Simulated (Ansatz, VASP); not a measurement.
**Si: VASP beside Ansatz**

```
Si
1.0
     3.23667   -6.70005    0.00000
     3.23667    6.70005    0.00000
     0.00000    0.00000    3.86377
Si
8
Direct
  0.14851 0.48373 0.00000
  0.85149 0.51627 0.00000
  0.51627 0.85149 0.00000
  0.48373 0.14851 0.00000
  0.90441 0.72655 0.50000
  0.09559 0.27345 0.50000
  0.27345 0.09559 0.50000
  0.72655 0.90441 0.50000
```

Alike in both runs: functional PBE; k mesh 4 × 4 × 6; occupations gaussian, width 0.1 eV; no spin polarisation.

Ansatz relaxed the structure, and its values are those at the end. VASP's run is a single point on that final structure, the one shown.

|  | VASP | Ansatz |
| --- | --- | --- |
| version | VASP 6.6.1 | Ansatz 0.2.0 |
| potentials or method | VASP PAW PBE potentials, release 64 (Si) | scalar-relativistic, plane waves, PAW |
| plane-wave cutoff (eV) | 520 | 420 |
| valence electrons in the cell | 32 | 32 |

VASP gave:

| Item | Value |
| --- | --- |
| gap on the k mesh at the Fermi level (eV) | 0.50 |
| least direct gap on the mesh (eV) | 0.96 |
| pressure (GPa) | 0.0 |

Problem. What did Ansatz give for the same quantities?

Solution. gap on the k mesh at the Fermi level (eV): 0.50; least direct gap on the mesh (eV): 0.95; pressure (GPa): 0.1.

A k mesh can miss the band edges. A hybrid or GW would open this gap; PBE tends to underestimate it.
